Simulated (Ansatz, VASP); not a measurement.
**Si53WC54 (W_Si): VASP beside Ansatz**

Aim: how closely do two programs agree when they are given the same cell, functional and k mesh? Of the first pair: The structure shown is the start of the Ansatz relaxation below; VASP solves that cell, so the two are compared at the walk's first step.

Method: plane waves, with VASP 6.6.1 beside it; r2SCAN, in Ansatz 0.2.0.

**1. The structure**

The cell holds 108 atoms: 53 Si, 54 C and 1 W. Its edges and angles: a = 9.236 Å, b = 9.236 Å, c = 15.108 Å, α = 90.0°, β = 90.0°, γ = 120.0°. It derives from SiC (SiC (P6_3mc)). Nearest the centre at fractional (0.667, 0.667, 0.500): W108 at 0.05 Å, C103 at 1.85 Å, C106 at 1.87 Å, C82 at 1.88 Å, C88 at 1.93 Å, Si29 at 3.05 Å, Si5 at 3.05 Å, Si47 at 3.05 Å.

**2. Ansatz: relaxation, r2SCAN**

Ansatz runs on its PAW soft_1 files.

The two programs are compared at the cell with which this relaxation starts, whose forces are those of its first step.

input.yaml

```yaml
crystal:
  lattice:
    - [3.07866498, 0.0, 0.0]
    - [-1.53933249, 2.66620208, 0.0]
    - [0.0, 0.0, 15.1078644]
  atoms:
    - { symbol: Si, position: [0.33333333, 0.66666667, 0.8329854] }
    - { symbol: Si, position: [0.66666667, 0.33333333, 0.3329854] }
    - { symbol: Si, position: [0.66666667, 0.33333333, 0.66650102] }
    - { symbol: Si, position: [0.33333333, 0.66666667, 0.16650102] }
    - { symbol: Si, position: [0.0, 0.0, 0.49972248] }
    - { symbol: Si, position: [0.0, 0.0, 0.99972248] }
    - { symbol: C, position: [0.0, 0.0, 0.87436694] }
    - { symbol: C, position: [0.0, 0.0, 0.37436694] }
    - { symbol: C, position: [0.33333333, 0.66666667, 0.70799668] }
    - { symbol: C, position: [0.66666667, 0.33333333, 0.20799668] }
    - { symbol: C, position: [0.66666667, 0.33333333, 0.54152848] }
    - { symbol: C, position: [0.33333333, 0.66666667, 0.04152848] }
  supercell: [3, 3, 1]
  defects: [{ substitution: { at: 100, symbol: W } }]
basis:
  ecutwfc: 500
  xc_grid: 2
hamiltonian:
  xc: r2scan
  pseudopotentials: { kind: paw, azcp: { folder: soft_1 } }
kpoints:
  mp_grid: { grid: [1, 1, 1], shift: [0.25, 0.25, 0.25] }
scf:
  occupations: { method: fixed }
  max_iter: 60
output:
  forces: true
  charged_corrections:
    epsilon: [7.09, 7.09, 7.35]
    static_epsilon: [10.43, 10.43, 10.95]
relax:
  f_tol: 0.02
  max_steps: 80
  random_displacement: { amplitude: 0.05, seed: 4450 }
checkpoint:
  write: "../q0.relax.run"
  compress: false
  write_wavefunctions: true
  write_every: 100000
```

Started as:

```console
> ansatz run input.yaml --threads 4 --pin off --max-ram 15073MiB --backend cpu --events-out ev --progress --plain --runs-dir out
```

Numbers of over 12 decimals in the logs are rounded to 6 here.

The program printed:

```text
Engine: ansatz 0.2.0, aarch64-unknown-linux-gnu
Pseudopotentials: kind: paw
Pseudopotential: Si, paw, valence charge 4, recommended cutoff 500 eV (meta_gga), soft_1/Si.paw.azcp
Pseudopotential: C, paw, valence charge 4, recommended cutoff 500 eV (meta_gga), soft_1/C.paw.azcp
Pseudopotential: W, paw, valence charge 14, recommended cutoff 500 eV (meta_gga), soft_1/W.paw.azcp
Functional definition: r2SCAN
  parameter k0 = 0.174
  parameter k1 = 0.065
  parameter a1 = 4.9479
  exchange = r2scan_x(k0 = k0, k1 = k1, a1 = a1)
  correlation = r2scan_c
Crystal: 108 atoms, lattice volume = 1116.095 Å³
Basis set: ecut = 500 eV, 28399 PW (Γ), exchange–correlation on 144×144×240 points (8 copies of the dense FFT grid, shifted against one another)
Bands: 329, of which v1, the nominal top of the filled ones, is band 221 counted from 1 (220 counted from 0)
Symmetry: 1 space group operations
k-points: 1
Non-local potential: Si, projectors of the file, l = 0: 2, l = 1: 2, l = 2: 1
Non-local potential: C, projectors of the file, l = 0: 2, l = 1: 2, l = 2: 1
Non-local potential: W, projectors of the file, l = 0: 3, l = 1: 2, l = 2: 2, l = 3: 1
PAW form: soft (Blöchl's): semilocal exchange-correlation on the pseudo side does not see the compensation charge
PAW frozen core: Si, regenerated for the run's functional (the file was generated under x = pbe(κ = 0.804, μ = 0.219515), c = pbe(β = 0.066725))
PAW frozen core: C, regenerated for the run's functional (the file was generated under x = pbe(κ = 0.804, μ = 0.219515), c = pbe(β = 0.066725))
PAW frozen core: W, regenerated for the run's functional (the file was generated under x = pbe(κ = 0.804, μ = 0.219515), c = pbe(β = 0.066725))
PAW one-centre angular grid: Si, 302 points (default); XC on 160 Gauss nodes
PAW one-centre angular grid: C, 302 points (default); XC on 219 of its mesh's 2255 points in the sphere
PAW one-centre angular grid: W, 590 points (default); XC on 160 Gauss nodes
Initial density: superposition of atomic densities (chi_scale 0.1, normalization cell, long waves kept (reshape's long-wave potential 0.23 eV rms))
Initial wavefunctions: pseudopotential atomic-orbital guess
Functional: x = r2scan, c = r2scan; τ floored in thin density (d = 2e-4 eV/Å³)
SCF iter   1: F=—  HF=-57945.911586 eV  |F-HF|=—  |Δ(HF+E_count)|=         —  Δρ=1.35e-1  dr2=2.60e2  dr2_τ=2.84e1  ethr=3.10e-3  ⟨swp⟩=5.0  Hψ=1124  notcnv=0  defer=104
preconditioner: auto → Resta (q_TF=auto, 2.338 Å⁻¹)  ε∞=3.9  [insulator: Δε(μ)=0.064 eV  Ē_g=13.563 eV  n_scr=244 (ndim 8)  ℏωp=23.2 eV  f_vac=0.000  ε∞_Penn≈3.9]
SCF iter   2: F=—  HF=-57884.443593 eV  |F-HF|=—  |Δ(HF+E_count)|=    6.15e1  Δρ=5.19e-2  dr2=3.42e1  dr2_τ=4.58e0  ethr=3.10e-3  ⟨swp⟩=5.0  Hψ=694  notcnv=0  defer=105
SCF iter   3: F=—  HF=-57886.282468 eV  |F-HF|=—  |Δ(HF+E_count)|=    1.84e0  Δρ=2.83e-2  dr2=1.91e1  dr2_τ=2.07e0  ethr=3.10e-3  ⟨swp⟩=4.0  Hψ=569  notcnv=0  defer=104
SCF iter   4: F=—  HF=-57885.072970 eV  |F-HF|=—  |Δ(HF+E_count)|=    1.21e0  Δρ=1.49e-2  dr2=3.02e0  dr2_τ=1.50e-1  ethr=3.10e-3  ⟨swp⟩=3.0  Hψ=567  notcnv=0  defer=105
SCF iter   5: F=—  HF=-57885.089406 eV  |F-HF|=—  |Δ(HF+E_count)|=   1.64e-2  Δρ=3.49e-3  dr2=1.50e-1  dr2_τ=7.01e-3  ethr=6.82e-4  ⟨swp⟩=3.0  Hψ=342  notcnv=0  defer=106
SCF iter   6: F=—  HF=-57885.102271 eV  |F-HF|=—  |Δ(HF+E_count)|=   1.29e-2  Δρ=1.51e-3  dr2=2.96e-2  dr2_τ=1.40e-3  ethr=3.39e-5  ⟨swp⟩=3.0  Hψ=451  notcnv=0  defer=106
SCF iter   7: F=—  HF=-57885.104440 eV  |F-HF|=—  |Δ(HF+E_count)|=   2.17e-3  Δρ=1.34e-3  dr2=1.53e-2  dr2_τ=1.68e-3  ethr=6.70e-6  ⟨swp⟩=3.0  Hψ=452  notcnv=0  defer=106
SCF iter   8: F=—  HF=-57885.103321 eV  |F-HF|=—  |Δ(HF+E_count)|=   1.12e-3  Δρ=3.35e-4  dr2=1.40e-3  dr2_τ=1.74e-4  ethr=3.46e-6  ⟨swp⟩=2.0  Hψ=450  notcnv=0  defer=106
SCF iter   9: F=—  HF=-57885.102837 eV  |F-HF|=—  |Δ(HF+E_count)|=   4.83e-4  Δρ=1.49e-4  dr2=3.47e-4  dr2_τ=1.34e-5  ethr=3.17e-7  ⟨swp⟩=2.0  Hψ=550  notcnv=0  defer=104
SCF iter  10: F=—  HF=-57885.102861 eV  |F-HF|=—  |Δ(HF+E_count)|=   2.37e-5  Δρ=1.26e-4  dr2=2.63e-4  dr2_τ=1.70e-5  ethr=7.85e-8  ⟨swp⟩=3.0  Hψ=449  notcnv=0  defer=105
SCF iter  11: F=—  HF=-57885.102848 eV  |F-HF|=—  |Δ(HF+E_count)|=   1.25e-5  Δρ=5.14e-5  dr2=3.46e-5  dr2_τ=4.86e-7  ethr=5.94e-8  ⟨swp⟩=2.0  Hψ=228  notcnv=0  defer=105
SCF iter  12: F=-57885.102846 eV  HF=-57885.102848 eV  |F-HF|=1.54e-6  |Δ(HF+E_count)|=   6.23e-7  Δρ=1.42e-5  dr2=2.62e-6  dr2_τ=2.94e-8  ethr=2.26e-9  ⟨swp⟩=5.0  Hψ=901  notcnv=0
SCF 1 converged in 12 iterations: F = -57885.102846 eV  dr2 = 2.62e-6
  greatest PAW one-centre occupation: 1.000 electrons in one spin orbital (limit 2), on the W atom at site 100 (counted from 0), in its partial waves of l = 0
[...]
- { symbol: Si, position: [0.223051, 0.111111, 0.667621] }
    - { symbol: Si, position: [0.111106, 0.223066, 0.166758] }
    - { symbol: Si, position: [0.00119893, 0.00163255, 0.500836] }
    - { symbol: Si, position: [0.000846329, 0.000359301, 0.999818] }
    - { symbol: C, position: [0.00134807, -7.361869741555227e-5, 0.874744] }
    - { symbol: C, position: [-0.00103572, 0.00152016, 0.375239] }
    - { symbol: C, position: [0.111885, 0.222229, 0.708397] }
    - { symbol: C, position: [0.221963, 0.112157, 0.208340] }
    - { symbol: C, position: [0.222937, 0.111277, 0.542737] }
    - { symbol: C, position: [0.111600, 0.222672, 0.041903] }
    - { symbol: Si, position: [0.112117, 0.555610, 0.833224] }
    - { symbol: Si, position: [0.221670, 0.446173, 0.333226] }
    - { symbol: Si, position: [0.222929, 0.444874, 0.666821] }
    - { symbol: Si, position: [0.111200, 0.556397, 0.166704] }
    - { symbol: Si, position: [0.000688701, 0.333678, 0.499967] }
    - { symbol: Si, position: [0.000704817, 0.333547, 0.999964] }
    - { symbol: C, position: [0.00116019, 0.333165, 0.874733] }
    - { symbol: C, position: [-0.000907369, 0.335000, 0.374696] }
    - { symbol: C, position: [0.111939, 0.555600, 0.708317] }
    - { symbol: C, position: [0.222199, 0.445525, 0.208397] }
    - { symbol: C, position: [0.223039, 0.444930, 0.541933] }
    - { symbol: C, position: [0.111674, 0.555922, 0.041914] }
    - { symbol: Si, position: [0.112989, 0.889163, 0.834041] }
    - { symbol: Si, position: [0.220811, 0.779430, 0.332903] }
    - { symbol: Si, position: [0.223117, 0.777966, 0.666874] }
    - { symbol: Si, position: [0.111865, 0.890075, 0.165830] }
    - { symbol: Si, position: [0.00238009, 0.666628, 0.499730] }
    - { symbol: Si, position: [0.000899717, 0.666923, 1.000014] }
    - { symbol: C, position: [0.00153671, 0.666522, 0.875038] }
    - { symbol: C, position: [-0.00202559, 0.668533, 0.374433] }
    - { symbol: C, position: [0.113776, 0.889525, 0.709863] }
    - { symbol: C, position: [0.222021, 0.779088, 0.208015] }
    - { symbol: C, position: [0.222445, 0.778856, 0.541895] }
    - { symbol: C, position: [0.112130, 0.889699, 0.041327] }
    - { symbol: Si, position: [0.445196, 0.221404, 0.834040] }
    - { symbol: Si, position: [0.554592, 0.113181, 0.332893] }
    - { symbol: Si, position: [0.556099, 0.111063, 0.666882] }
    - { symbol: Si, position: [0.444036, 0.222243, 0.165801] }
    - { symbol: Si, position: [0.333393, 0.000738716, 0.499944] }
    - { symbol: Si, position: [0.334122, 0.000131128, 0.999639] }
    - { symbol: C, position: [0.334914, -0.000420726, 0.875187] }
    - { symbol: C, position: [0.332357, 0.0016459, 0.374700] }
    - { symbol: C, position: [0.444620, 0.220470, 0.709839] }
    - { symbol: C, position: [0.555036, 0.112137, 0.207989] }
    - { symbol: C, position: [0.555309, 0.111845, 0.541912] }
    - { symbol: C, position: [0.444531, 0.222066, 0.041340] }
    - { symbol: Si, position: [0.445282, 0.555636, 0.833503] }
    - { symbol: Si, position: [0.552013, 0.443854, 0.331032] }
[...]
- { symbol: Si, position: [0.777972, 0.556160, 0.166181] }
    - { symbol: Si, position: [0.667685, 0.331816, 0.499766] }
    - { symbol: Si, position: [0.667335, 0.333354, 1.000017] }
[...]
- { symbol: C, position: [0.890182, 0.444147, 0.541636] }
    - { symbol: C, position: [0.778314, 0.555864, 0.041552] }
    - { symbol: Si, position: [0.778664, 0.889000, 0.833512] }
    - { symbol: Si, position: [0.889771, 0.781597, 0.331127] }
    - { symbol: Si, position: [0.891487, 0.778946, 0.669658] }
    - { symbol: Si, position: [0.778042, 0.889982, 0.166209] }
    - { symbol: W, position: [0.668781, 0.666116, 0.493586] }
    - { symbol: Si, position: [0.667393, 0.666862, 0.999879] }
    - { symbol: C, position: [0.667879, 0.666449, 0.874779] }
    - { symbol: C, position: [0.663096, 0.670088, 0.362233] }
    - { symbol: C, position: [0.778321, 0.888989, 0.708626] }
    - { symbol: C, position: [0.890374, 0.779567, 0.206634] }
    - { symbol: C, position: [0.899525, 0.779969, 0.546369] }
    - { symbol: C, position: [0.778433, 0.889466, 0.041514] }
```

**3. VASP: single point, r2SCAN, start cell, pair 1**

The same cell, functional and mesh now go to VASP, with its own data sets.

Lines of VASP's logs that name or quote its potential files are left out, and so is its time.

INCAR

```
SYSTEM = Si53WC54
PREC = Accurate
ENCUT = 580
EDIFF = 1E-06
NELM = 200
ISMEAR = 0
SIGMA = 0.01
LREAL = Auto
ALGO = All
METAGGA = R2SCAN
LASPH = .TRUE.
NBANDS = 296
LORBIT = 11
LWAVE = .FALSE.
LCHARG = .FALSE.
ISIF = 2
ISYM = 0
GGA_COMPAT = .FALSE.
EFERMI = MIDGAP
LMIXTAU = .TRUE.
NCORE = 2
ISEARCH = 1
```

POSCAR

```
Si53WC54
1.0
    9.2359949282      0.0000000000      0.0000000000
   -4.6179974641      7.9986062370      0.0000000000
    0.0000000000      0.0000000000     15.1078644027
Si C W
53 54 1
Direct
    0.1137133349      0.2260498825      0.8304028727
    0.2264385282      0.1102937154      0.3313206861
[... 2 atom lines left out ...]
    0.9997996698      0.9944904151      0.4996474550
[... 2 atom lines left out ...]
    0.2263019606      0.4451548050      0.3353575241
    0.2238248024      0.4408263009      0.6647882674
[... 7 atom lines left out ...]
    0.9983718593      0.6687155039      0.4970491394
[... 5 atom lines left out ...]
    0.3280236358      0.9999048584      0.5004982040
[... 2 atom lines left out ...]
    0.5617908795      0.4471896595      0.3330426370
    0.5530993066      0.4389007154      0.6649840594
[... 1 atom line left out ...]
    0.3339701611      0.3390183139      0.4994472944
[... 2 atom lines left out ...]
    0.5574693357      0.7836615298      0.3320608966
    0.5614273367      0.7811175866      0.6653928532
[... 1 atom line left out ...]
    0.3291752861      0.6617375382      0.5014748477
[... 2 atom lines left out ...]
    0.8916372510      0.1124749704      0.3300128904
    0.8831135481      0.1064665486      0.6671720590
[... 1 atom line left out ...]
    0.6621653149      0.9966202862      0.5019126991
[... 2 atom lines left out ...]
    0.8826864871      0.4420153831      0.3329540077
    0.8896060089      0.4462067383      0.6696747290
[... 1 atom line left out ...]
    0.6706776516      0.3381126561      0.5016113329
[... 2 atom lines left out ...]
    0.8880723193      0.7754498492      0.3299212825
    0.8931994960      0.7812921170      0.6687491846
[... 3 atom lines left out ...]
    0.0014538926      0.9955060921      0.3747836126
[... 2 atom lines left out ...]
    0.2250946084      0.1110777270      0.5387296830
[... 5 atom lines left out ...]
    0.2180043746      0.4457060261      0.5402166569
[... 2 atom lines left out ...]
    0.9945926461      0.6651850138      0.3758498785
    0.1072180902      0.8842156734      0.7099781752
[... 1 atom line left out ...]
    0.2203328322      0.7811182117      0.5397707302
[... 3 atom lines left out ...]
    0.4466419709      0.2270070493      0.7058703147
[... 1 atom line left out ...]
    0.5521668190      0.1069606347      0.5438693240
[... 2 atom lines left out ...]
    0.3303065398      0.3365321308      0.3746611599
    0.4384994788      0.5511226418      0.7084962980
    0.5587801001      0.4506888942      0.2078577035
    0.5502888848      0.4446967252      0.5412714717
[... 2 atom lines left out ...]
    0.3384645826      0.6661418055      0.3743101506
    0.4454244520      0.8881024755      0.7111707991
    0.5615767738      0.7794991796      0.2084086749
    0.5552697740      0.7828773932      0.5423399219
[... 2 atom lines left out ...]
    0.6721458137      0.0015812755      0.3757940135
[... 2 atom lines left out ...]
    0.8908490154      0.1165648080      0.5399804223
[... 2 atom lines left out ...]
    0.6675729616      0.3343144944      0.3776255762
    0.7734007532      0.5515759708      0.7059028805
[... 1 atom line left out ...]
    0.8854425902      0.4471954106      0.5411508061
[... 2 atom lines left out ...]
    0.6697301324      0.6668553048      0.3771325217
    0.7759259140      0.8899989309      0.7050910517
    0.8899527196      0.7738802007      0.2061793062
    0.8862839006      0.7721690276      0.5429846854
[... 1 atom line left out ...]
    0.6650373149      0.6687708885      0.5023728568
```

KPOINTS

```
Points of the shifted mesh
1
Reciprocal
 0.2500000000  0.2500000000  0.2500000000 1
```

Potentials, in the order of the species: Si, C and W (PBE family, release 64).

Started as:

```console
> mpirun -np 8 vasp_std
```

The program printed:

```text
[banner, memory and clock lines left out]
running    8 mpi-ranks, on    1 nodes
[...]
|                                                                             |
|               ----> ADVICE to this user running VASP <----                  |
|                                                                             |
|     You enforced a specific xc type in the INCAR file but a different       |
|     [... a line on the potential file left out ...]
|     I HOPE YOU KNOW WHAT YOU ARE DOING!                                     |
|                                                                             |

 LDA part: xc-table for (None), standard interpolation
 POSCAR, INCAR and KPOINTS ok, starting setup
[...]
entering main loop
       N       E                     dE             d eps       ncg     rms           ort
DAV:   1     0.121643211219E+04    0.12164E+04   -0.23904E+05   296   0.155E+03
DAV:   2    -0.107144660071E+04   -0.22879E+04   -0.21600E+04   296   0.260E+02
[...]
energies along line   0.31022E-10  -0.31022E-10  -0.67379E-06  -0.98784E-06  -0.86989E-06  -0.76820E-06
  final corrected         step=  0.3556 harm=  0.3556 4th-ord=  1.0102
  steps along line     -0.43077E-04   0.43077E-04   0.43077E+00   0.96922E+00   0.64615E+00   0.14538E+01   0.97075E+00   0.97085E+00
  energies along line   0.31022E-10  -0.31022E-10  -0.67379E-06  -0.98784E-06  -0.86989E-06  -0.76820E-06  -0.98802E-06  -0.98790E-06
 trl  34    -0.108037752705E+04   -0.98796E-06   -0.13711E-05   296   0.720E-06  -0.125E-05
CGA:  35    -0.108037752664E+04   -0.58342E-06   -0.13711E-05   296   0.351E-06   0.317E-09
 gam= 0.487 g(H,U,f)=  0.124E-06 0.227E-06 0.440E-14 ort(H,U,f) = 0.134E-06-0.134E-06 0.218E-13
 gam= 0.487 trial= 0.485  step= -0.1130 mean=  0.4848
  continued last = 1.091  step=  0.9111 harm=  1.1534 4th-ord=  0.9111
  continued last = 0.727  step=  1.1535 harm=  1.1535 4th-ord=  0.9609
  continued last = 1.636  step=  1.1257 harm=  1.1542 4th-ord=  1.1539 spline=  1.1257
  steps along line     -0.48477E-04   0.48477E-04   0.48477E+00   0.10907E+01   0.72715E+00   0.16361E+01
  energies along line   0.17014E-10  -0.17014E-10  -0.53521E-06  -0.80373E-06  -0.69600E-06  -0.66586E-06
 final diagonalization occupied
   1 F= -.10803775E+04 E0= -.10803775E+04  d E =-.303638E-06
```

OUTCAR, selected parts (step 3):

```text
  FREE ENERGIE OF THE ION-ELECTRON SYSTEM (eV)
  ---------------------------------------------------
  free  energy   TOTEN  =     -1080.3775266414 eV

  energy  without entropy=    -1080.3775263377  energy(sigma->0) =    -1080.37752649
```

The run ends at a pressure of 2.40 GPa, with forces up to 4.6 eV/Å.

**4. Side by side**

Known differences besides the potentials themselves: VASP keeps PBE cores, Ansatz makes them for the functional; fixed occupations in Ansatz, narrow Gaussian smearing in VASP; the data sets hold 442 valence electrons in Ansatz (on its PAW soft_1 files) and 434 in VASP; the cutoff is 500 eV in Ansatz and 580 eV in VASP (PREC = Accurate, projectors in real space). Total energies have different zeros and are not compared.

Forces on 7 of the 108 atoms, those with the largest forces and the largest differences (eV/Å; atoms numbered as in POSCAR):

| atom | Ansatz x, y, z | VASP x, y, z |
| --- | --- | --- |
| Si43 | -0.361, -1.213, -1.993 | -0.360, -1.204, -1.975 |
| C71 | 0.196, 0.043, -2.522 | 0.195, 0.043, -2.510 |
| C82 | 1.178, -3.101, 1.477 | 1.163, -3.317, 1.552 |
| C88 | -2.855, 0.687, 1.107 | -3.047, 0.806, 1.171 |
| C94 | 0.283, -2.315, 0.997 | 0.279, -2.312, 0.993 |
| C103 | -0.474, 0.359, -4.095 | -0.469, 0.359, -4.330 |
| C106 | 3.207, 2.325, 1.938 | 3.396, 2.435, 2.011 |

The forces differ by 26 meV/Å r.m.s., which is 2.6 % of the r.m.s. force of 1.000 eV/Å (both taken over all components).

**5. Ansatz: relaxation, r2SCAN**

This run makes the geometry at which the two programs are then compared.

The structure compared here is the end of the Ansatz relaxation.

This is the run of step 2 again, met here at its other cell.

(Continued in part 2 of 2.)

[Lines on the potential files, build, host, timing and source positions are cut from VASP's logs without a mark.]

[Logs are printed without paths, hosts, clocks, repeated set-up lines and the standing remarks that a program may print on its own settings, such as how far it seeks lower states.]

[Hosts, paths, dates, database ids (printed as entryN), source tags and the programs' standing remarks are cut or masked in the printed files.]
